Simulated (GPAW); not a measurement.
# BP (F-43m) in GPAW: a series of runs

The runs below take BP through electron localisation function, single point, with PBE.

Program: GPAW 26.7.0. These are calculated values, not measurements. Logs are shortened: lines on timing, memory, paths and dates and some standing lists are left out, and cuts for length are marked. The log counts tension as positive stress, the text compression.

## 1. The crystal as given

It takes space group F-43m (No. 216, cubic). Conventional cell: a = 4.538 Å, b = 4.538 Å, c = 4.538 Å, α = 90.00°, β = 90.00°, γ = 90.00°. Around P (site symmetry -43m) lie 4 B at 1.97 Å. B (site symmetry -43m) is surrounded by 4 P at 1.97 Å.

## 2. Electron localisation function, PBE

Contents of run.py:

```python
from ase.dft.bandgap import bandgap
from ase.io import read, write
from ase.units import Bohr, GPa
from gpaw import GPAW, PW
from gpaw.elf import elf_from_dft_calculation

atoms = read('POSCAR')

calc = GPAW(mode=PW(680),
            xc='PBE',
            kpts={'size': (6, 6, 6), 'gamma': True},
            occupations={'name': 'fermi-dirac', 'width': 0.01},
            nbands=11,
            convergence={'density': 1e-05, 'energy': 1e-05},
            maxiter=150,
            txt='gpaw.txt')
atoms.calc = calc
energy = atoms.get_potential_energy()
forces = atoms.get_forces()
stress = atoms.get_stress()
calc.write('gs.gpw')
write('result.traj', atoms)
print(f'Energy: {energy:.6f} eV')
print('Forces (eV/A):')
print(forces.round(4))
print('Stress (GPa):', (stress / GPa).round(3))
print('Fermi level:', round(calc.get_fermi_level(), 4), 'eV')
print(f'Gap: {bandgap(calc)[0]:.4f} eV, direct: {bandgap(calc, direct=True)[0]:.4f} eV')

# fields on the real-space grid
write('density.cube', atoms, data=calc.get_pseudo_density() * Bohr**3)
write('potential.cube', atoms, data=calc.get_electrostatic_potential())
write('elf.cube', atoms, data=elf_from_dft_calculation(calc).data)
```

Contents of POSCAR:

```
BP
1.0
    0.0000000000      2.2690000000      2.2690000000
    2.2690000000      0.0000000000      2.2690000000
    2.2690000000      2.2690000000      0.0000000000
P B
1 1
Direct
    0.7500000000      0.7500000000      0.7500000000
    0.0000000000      0.0000000000      0.0000000000
```

Potentials or basis: GPAW PAW data sets (gpaw-data 1.2.1), pw.

Run with:

```sh
$ OMP_NUM_THREADS=1 python run.py
```

gpaw.txt:

```text
__  _  _
 | _ |_)|_||  |
 |__||  | ||/\| - 26.7.0

Input parameters:
  mode=PW(ecut=680.0),
  convergence={'density': 1e-05, 'energy': 1e-05},
  kpts=MonkhorstPack(size=(6, 6, 6), gamma=True),
  maxiter=150,
  nbands=11,
  occupations=Occupations(name='fermi-dirac', width=0.01),
  xc=XC(name='PBE')

Diagonalizing LCAO Hamiltonian
Converting LCAO to pw mode

                  P

       B

Atoms  # Å, Bohr magnetons
|   | symbol |        x |        y |        z |    initial magnetic moments |
|---|--------|----------|----------|----------|-----------------------------|
| 0 |      P | 3.403500 | 3.403500 | 3.403500 | ( 0.0000,  0.0000,  0.0000) |
| 1 |      B | 0.000000 | 0.000000 | 0.000000 | ( 0.0000,  0.0000,  0.0000) |

Unit cell  # Å
| periodic |        x |        y |        z |  lengths |    angles |
|----------|----------|----------|----------|----------|-----------|
|      yes | 0.000000 | 2.269000 | 2.269000 | 3.208851 | 60.000000 |
|      yes | 2.269000 | 0.000000 | 2.269000 | 3.208851 | 60.000000 |
|      yes | 2.269000 | 2.269000 | 0.000000 | 3.208851 | 60.000000 |

Number of symmetries: 24
Symmetry operations  # r_c * U_cc + t_c -> r_c
|    | kind |            matrix            |
|----|------|------------------------------|
|  0 |  E   |  1, 0, 0,  0, 1, 0,  0, 0, 1 |
|  1 |  σ   |  1, 0, 0,  0, 0, 1,  0, 1, 0 |
|  2 |  σ   |  1, 0,-1,  0, 1,-1,  0, 0,-1 |
|  3 |  C3  |  1, 0,-1,  0, 0,-1,  0, 1,-1 |
|  4 |  C3  |  1,-1, 0,  0,-1, 1,  0,-1, 0 |
|  5 |  σ   |  1,-1, 0,  0,-1, 0,  0,-1, 1 |
|  6 |  σ   |  0, 1, 0,  1, 0, 0,  0, 0, 1 |
|  7 |  C3  |  0, 1, 0,  0, 0, 1,  1, 0, 0 |
|  8 |  C2  |  0, 1,-1,  1, 0,-1,  0, 0,-1 |
|  9 |  S4  |  0, 1,-1,  0, 0,-1,  1, 0,-1 |
| 10 |  C3  |  0, 0, 1,  1, 0, 0,  0, 1, 0 |
| 11 |  σ   |  0, 0, 1,  0, 1, 0,  1, 0, 0 |
| 12 |  S4  |  0, 0,-1,  1, 0,-1,  0, 1,-1 |
| 13 |  C3  |  0, 0,-1,  0, 1,-1,  1, 0,-1 |
| 14 |  S4  |  0,-1, 1,  1,-1, 0,  0,-1, 0 |
| 15 |  C2  |  0,-1, 1,  0,-1, 0,  1,-1, 0 |
| 16 |  C3  |  0,-1, 0,  1,-1, 0,  0,-1, 1 |
| 17 |  S4  |  0,-1, 0,  0,-1, 1,  1,-1, 0 |
| 18 |  S4  | -1, 1, 0, -1, 0, 1, -1, 0, 0 |
| 19 |  C3  | -1, 1, 0, -1, 0, 0, -1, 0, 1 |
| 20 |  C3  | -1, 0, 1, -1, 1, 0, -1, 0, 0 |
| 21 |  S4  | -1, 0, 1, -1, 0, 0, -1, 1, 0 |
| 22 |  σ   | -1, 0, 0, -1, 1, 0, -1, 0, 1 |
| 23 |  C2  | -1, 0, 0, -1, 0, 1, -1, 1, 0 |

BZ-sampling:
  Number of BZ points: 216
  Number of IBZ points: 16

  Monkhorst-Pack size: [6, 6, 6]
  Monkhorst-Pack shift: [0.08333333333333333, 0.08333333333333333, 0.08333333333333333]

K-points  # in reciprocal-cell coordinates
|     |                                coordinates |     weight |
|-----|--------------------------------------------|------------|
|   0 | (  0.00000000,   0.00000000,   0.00000000) | 0.00462963 |
|   1 | (  0.16666667,   0.16666667,   0.00000000) | 0.02777778 |
|   2 | (  0.16666667,   0.16666667,   0.16666667) | 0.03703704 |
|   3 | (  0.33333333,   0.16666667,   0.16666667) | 0.05555556 |
|   4 | (  0.33333333,   0.33333333,  -0.33333333) | 0.05555556 |
|   5 | (  0.33333333,   0.33333333,   0.00000000) | 0.02777778 |
|   6 | (  0.33333333,   0.33333333,   0.16666667) | 0.11111111 |
|   7 | (  0.33333333,   0.33333333,   0.33333333) | 0.03703704 |
|   8 | (  0.50000000,   0.33333333,  -0.33333333) | 0.11111111 |
|   9 | (  0.50000000,   0.33333333,  -0.16666667) | 0.05555556 |
| ... |                                            |            |
|  15 | (  0.50000000,   0.50000000,   0.50000000) | 0.01851852 |

Plane wave coefficients: 960
Cutoff: 680.0 eV

Spin-components: 1 (collinear spins)
Bands:           11
Projectors:      10
Spin-degeneracy: 2
Datatype:        complex128

Parallelization:
  kpt:    1
  domain: 1
  band:   1

Density:
  Valence electrons: 8.0
  Components: 1
  Grid points: [20 20 20]
  Charge: 0.0  # |e|

Potential:
  Grid points: [20 20 20]

species:
  P:
    name:    Phosphorus
    Z:       15.0
    valence: 5
    core:    10
    charge:  0.0  # [|e|]
    compensation charges:
      type: gauss
      rc: 0.30  # [Å]
      lmax: 2
    cutoffs:
      filter: 1.69  # [Å]
      core: 1.81  # [Å]
    projectors
    | kind |    occ | energy [eV] | rcut [Å] |
    |------|--------|-------------|----------|
    |   3s |  2.000 |     -13.968 |    0.953 |
    |   3p |  3.000 |      -5.506 |    0.953 |
    |    s |        |      13.244 |    0.953 |
    |    p |        |      21.705 |    0.953 |
    |    d |        |       0.000 |    0.953 |

    Using partial waves for P as LCAO basis

  B:
    name:    Boron
    Z:       5.0
    valence: 3
    core:    2
    charge:  0.0  # [|e|]
    compensation charges:
      type: gauss
      rc: 0.20  # [Å]
      lmax: 2
    cutoffs:
      filter: 1.14  # [Å]
      core: 1.38  # [Å]
    projectors
    | kind |    occ | energy [eV] | rcut [Å] |
    |------|--------|-------------|----------|
    |   2s |  2.000 |      -9.443 |    0.635 |
    |   2p |  1.000 |      -3.606 |    0.635 |
    |    s |        |      17.768 |    0.635 |
    |    p |        |      23.605 |    0.635 |
    |    d |        |       0.000 |    0.635 |

    Using partial waves for B as LCAO basis

Reference energy: -9972.403226  # eV

eigensolver:
  PPCG
  Converge bands: occupied
  niter=2

density mixing:
  MSR1-Mixer
  Pratt-step length: 0.05
  Maximum mixing coefficient: 0.75
  Old densities: 10
  SVD Regularization: 0.005
  Good broyden scale: 1.0
  Trust region scale: 1.0
  Backstep threshold: 4.0
  History deletion threshold: 6.0
  Fourier metric: weight=20.0, sigma=0.015

occupation numbers:
  Fermi-Dirac:
    width: 0.0100  # eV

poisson solver:
  ecut: 5440.0  # eV

xc functional:
  name: PBE with 2 nearest neighbor stencil

convergence criteria:
- Maximum integral of absolute [dens]ity change: 1e-05 electrons / valence electron
- Maximum [total energy] change in last 3 cyles: 1e-05 eV / valence electron
- Maximum integral of absolute [eigenst]ate change: 4e-08 eV^2 / valence electron
maximum number of iterations: 150

SCF iterations
|iter     | |      energy | eigst |  dens |
|---------|-|-------------|-------|-------|
|iter:   1| |  -13.490942 | +0.12 |       |
|iter:   2| |  -13.378115 | -2.13 | -0.70 |
|iter:   3| |  -12.878092 | -1.52 | -0.74 |
|iter:   4| |  -12.872008 | -2.99 | -1.44 |
|iter:   5| |  -12.872087 | -4.06 | -1.94 |
|iter:   6| |  -12.872118 | -5.50 | -2.61 |
|iter:   7| |  -12.872118c| -7.18 | -3.72 |
|iter:   8| |  -12.872118c| -8.53c| -4.32 |
|iter:   9| |  -12.872118c| -9.51c| -5.65c|

Converged in 9 steps
Energy contributions relative to reference atoms: (reference = -9972.403226)

Energy contributions:
  Kinetic:          13.596492
  Coulomb:         -11.823880
  Zero:             -0.025172
  External:          0.000000
  Xc:              -14.619559
  Entropy:          -0.000000
  Spinorbit:         0.000000
  ----------------------------
  Free energy:     -12.872118
  Extrapolated:    -12.872118

dipole moment: (-3.354303, -3.354303, -3.354303)  # |e|*Ang

Fermi level: 8.923
Eigenvalues  # (at kpt = [0.000, 0.000, 0.000])
| band index |      eig [eV] | occ [0-2] |
|------------|---------------|-----------|
|          0 |        -7.246 |     2.000 |
|          1 |         8.217 |     2.000 |
|          2 |         8.217 |     2.000 |
|          3 |         8.217 |     2.000 |
|          4 |        11.619 |     0.000 |
|          5 |        11.619 |     0.000 |
|          6 |        11.619 |     0.000 |
|          7 |        15.610 |     0.000 |
|          8 |        19.771 |     0.000 |
|          9 |        20.240 |     0.000 |
|         10 |        20.240 |     0.000 |

Gap: 1.335 eV
Transition (v -> c):
  (s=0, k=0, n=3, [0.00, 0.00, 0.00]) -> (s=0, k=12, n=4, [0.50, 0.50, 0.00])
Direct/indirect transitions are different
Direct gap: 3.403 eV
Transition at: (s=0, k=0, n=3, [0.00, 0.00, 0.00])

Forces  # eV/Ang
|        x |        y |        z |
|----------|----------|----------|
| -0.00000 |  0.00000 | -0.00000 |  # P    0
|  0.00000 | -0.00000 |  0.00000 |  # B    1

Stress tensor  # eV/Ang^3
|         x |         y |         z |
|-----------|-----------|-----------|
| -0.009386 | -0.000000 | -0.000000 |
| -0.000000 | -0.009386 |  0.000000 |
| -0.000000 |  0.000000 | -0.009386 |

# Writing to gs.gpw (mode='')
```

It took 3.4 s on 1 thread of Arm Neoverse V2, shared host; peak memory 0.13 GiB.

What came out:

```
Free energy            : -12.8721 eV
Pressure               : 1.5 GPa
Band gap on the k mesh : 1.33 eV, indirect (least direct gap 3.40 eV)
```

Levels at points of the mesh, in eV from the valence-band top:
```tsv
k point	band 1	band 2	band 3	band 4	band 5	band 6	band 7
(0.00, 0.00, 0.00)	-15.46	0.00	0.00	0.00	3.40	3.40	3.40
(0.50, 0.50, 0.00)	-10.61	-8.58	-4.12	-4.12	1.33	1.66	12.09
(0.50, 0.50, 0.50)	-12.14	-9.04	-1.76	-1.76	3.78	4.70	4.70
```

Caveat: the k mesh is coarse; the cutoff is short for stress and forces, so pressures can be off by a GPa or more.

## 3. Single point, PBE

Contents of run.py:

```python
from ase.dft.bandgap import bandgap
from ase.io import read, write
from ase.units import GPa
from gpaw import GPAW, PW

atoms = read('BP.xyz')

calc = GPAW(mode=PW(650),
            xc='PBE',
            kpts={'size': (8, 8, 8), 'gamma': True},
            occupations={'name': 'fermi-dirac', 'width': 0.05},
            nbands=11,
            maxiter=120,
            txt='gpaw.txt')
atoms.calc = calc
energy = atoms.get_potential_energy()
forces = atoms.get_forces()
stress = atoms.get_stress()
calc.write('gs.gpw')
write('result.traj', atoms)
print(f'Energy: {energy:.6f} eV')
print('Forces (eV/A):')
print(forces.round(4))
print('Stress (GPa):', (stress / GPa).round(3))
print('Fermi level:', round(calc.get_fermi_level(), 4), 'eV')
print(f'Gap: {bandgap(calc)[0]:.4f} eV, direct: {bandgap(calc, direct=True)[0]:.4f} eV')
```

Contents of BP.xyz:

```xyz
2
Lattice="0.0000000000 2.2690000000 2.2690000000 2.2690000000 0.0000000000 2.2690000000 2.2690000000 2.2690000000 0.0000000000" Properties=species:S:1:pos:R:3 pbc="T T T"
P      3.4035000000      3.4035000000      3.4035000000
B      0.0000000000      0.0000000000      0.0000000000
```

Potentials or basis: GPAW PAW data sets (gpaw-data 1.2.1), pw.

Run with:

```sh
$ OMP_NUM_THREADS=1 python run.py
```

Wall time 5.2 s (1 thread of AMD EPYC 7B13 (Zen 3), shared host); peak memory 0.13 GiB.

It converged, with:

- Free energy: -12.8859 eV
- Pressure: 1.4 GPa
- Band gap on the k mesh: 1.27 eV, indirect (least direct gap 3.41 eV)

Levels at points of the mesh, in eV from the valence-band top:
```csv
k point,band 1,band 2,band 3,band 4,band 5,band 6,band 7
"(0.00, 0.00, 0.00)",-15.46,0.00,0.00,0.00,3.41,3.41,3.41
"(0.50, 0.50, 0.00)",-10.60,-8.58,-4.11,-4.11,1.34,1.66,12.09
"(0.50, 0.50, 0.50)",-12.13,-9.03,-1.76,-1.76,3.78,4.71,4.71
```

Caveat: the cutoff is short for stress and forces, so pressures can be off by a GPa or more. A hybrid or GW would open this gap; PBE tends to underestimate it.
